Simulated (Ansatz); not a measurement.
**Varying the input for BeSe**

All trials start from this Ansatz input:

```yaml
crystal:
  lattice:
    - [0.0, 2.5839687382, 2.5839687382]
    - [2.5839687382, 0.0, 2.5839687382]
    - [2.5839687382, 2.5839687382, 0.0]
  atoms:
    - { symbol: Be, position: [0.0, 0.0, 0.0] }
    - { symbol: Se, position: [0.25, 0.25, 0.25] }
basis:
  ecutwfc: 420
kpoints:
  mp_grid: { grid: [6, 6, 6] }
hamiltonian:
  xc: pbe
scf:
  occupations: { method: gaussian, width: 0.1 }
output:
  forces: true
  stress: true
  eigenvalues: true
```

Command:

```bash
ansatz run input.yaml --threads 1 --pin off --max-ram 1331MiB --backend cpu --events-out ev --progress --plain --runs-dir out
```

The run converges in 7 SCF iterations on 16 irreducible k-points: pressure 0.47 GPa, gap on the sampled k-points 2.66 eV.

Settings here are deliberately varied, not converged. Each trial's input is given as a difference from the reference's; energies are extrapolated to zero smearing where there is one, and pressure is positive in compression.

Trial 1:

```diff
 scf:
-  occupations: { method: gaussian, width: 0.1 }
+  occupations: { method: tetrahedron }
+  convergence: { dr2_threshold: "1e-6 eV" }
```

What happens?

The run converges in 5 SCF iterations on 16 irreducible k-points: the reference's energy to 0.01 meV per atom, pressure 0.47 GPa, gap on the sampled k-points 2.66 eV. It warns that the printed bands weren't solved further after the SCF; that the SCF threshold is loose for the forces; that the SCF threshold is loose for the stress; that forces and stress under tetrahedra may miss the energy's slope.

Trial 2:

```diff
 hamiltonian:
+  dispersion: d3bj
 scf:
-  occupations: { method: gaussian, width: 0.1 }
+  occupations: { method: fermi_dirac, width: 0.32 }
+  max_iter: 80
+  convergence: { dr2_threshold: "1e-5 eV" }
```

What happens?

The run converges in 6 SCF iterations on 16 irreducible k-points: pressure -2.60 GPa. It warns that the SCF threshold is loose for the forces; that the SCF threshold is loose for the stress.

Trial 3:

```diff
 basis:
+  precision: f64
 kpoints:
-  mp_grid: { grid: [6, 6, 6] }
+  mp_grid: { grid: [4, 3, 2] }
 hamiltonian:
-  xc: pbe
+  xc: lda
 scf:
+  mixing: { ndim: 6, q_tf: 0.42 }
+  initial_density: { chi_scale: 0, normalization: atom }
+  max_iter: 300
```

What happens?

The run converges in 6 SCF iterations on 14 irreducible k-points: pressure -1.94 GPa, largest force 0.051 eV/Å, gap on the sampled k-points 2.44 eV. It warns that the mesh lowers the symmetry.

Trial 4:

```diff
-basis:
-  ecutwfc: 420
+basis: {}
 kpoints:
-  mp_grid: { grid: [6, 6, 6] }
+  mp_grid: { grid: [7, 2, 6] }
 hamiltonian:
+  pseudopotentials: { kind: nc }
 scf:
+  eigensolver: { real_solve: false }
+  max_iter: 96
```

What happens?

The run converges in 7 SCF iterations on 44 irreducible k-points: at 1800 eV, the cutoff that these potentials take when none is typed, pressure 1.98 GPa, largest force 0.089 eV/Å, gap on the sampled k-points 2.63 eV, on another set of potentials (valence electrons Be 4, Se 16; in the reference Be 2, Se 16). It warns that the mesh lowers the symmetry.

Trial 5:

```diff
 kpoints:
-  mp_grid: { grid: [6, 6, 6] }
+  mp_grid: { kspacing: 0.85 }
+  band_path: { path: [VBM, CBM], npoints: 5 }
 hamiltonian:
+  hubbard: { sites: [{ species: Se, l: p, u_eff: 3.7 }] }
 scf:
+  n_extra_bands: 1
```

What happens?

The run converges in 7 SCF iterations on 4 irreducible k-points: pressure 0.68 GPa, gap on the sampled k-points 4.42 eV. Under a U the state reached may not be the lowest.

Trial 6:

```diff
 crystal:
   atoms:
-    - { symbol: Se, position: [0.25, 0.25, 0.25] }
+    - { symbol: Se, position: [0.25, 0.25, 0.25], spin: 2.0 }
 basis:
-  ecutwfc: 420
+  ecutwfc: "8 Ha"
 hamiltonian:
-  xc: pbe
+  xc: blyp
 scf:
-  occupations: { method: gaussian, width: 0.1 }
+  occupations: { method: tetrahedron }
+  lower_state_search: "off"
 output:
+  populations: true
+magnetization:
+  spin_polarized: true
+  magnetic_field: 300
```

What happens?

The run converges in 14 SCF iterations on 16 irreducible k-points: pressure 3.28 GPa (unreliable at so low a cutoff), gap on the sampled k-points 2.97 eV, cell moment 0.00 μB (in the typed magnetic field). It warns that the printed bands weren't solved further after the SCF; that the cutoff lies under the recommended one, 420 eV for these potentials; that the starting moments were lost; that the state wasn't tested for a lower one; that forces and stress under tetrahedra may miss the energy's slope.